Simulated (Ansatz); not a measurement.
Co in Ansatz: the effect of functional

Crystal: Co.

```
Co
1.0
     2.43659    0.00000    0.00000
    -1.21829    2.11015    0.00000
     0.00000    0.00000    3.98034
Co
2
Direct
  0.33333 0.66667 0.74014
  0.66667 0.33333 0.25986
```

The cell isn't the ideal one: volume scaled by 0.94.

Alike in all runs:

| Item | Value |
| --- | --- |
| Program | Ansatz 0.2.0 |
| Task | single point |
| Potentials or basis | Ansatz PAW |
| k mesh | 12 × 12 × 7 |
| Occupations | fermi-dirac, width 0.05 eV |
| Spin | collinear spin, ferromagnetic start |
| Starting moments | [2.0, 2.0] μB |

| functional | cutoff | pressure (GPa) | moment (μB) | largest force (eV/Å) |
| --- | --- | --- | --- | --- |
| LDA | 420 eV (not typed: the program's choice for these potentials) | ? | ? | ? |
| PBEsol | 420 eV (not typed: the program's choice for these potentials) | 4.3 | 3.11 | 0.67 |
| r2SCAN | 500 eV (not typed: the program's choice for these potentials) | 11.6 | 3.52 | 0.41 |

Question: What does the run with functional LDA give?

Answer: Pressure -5.1 GPa; moment 3.02 μB; largest force 0.63 eV/Å.

Caveats: the PAW data sets come from PBE, with cores solved anew for the run's functional, which leaves a small shift of forces and pressure; the magnetic or orbital state may not be the lowest (some runs).
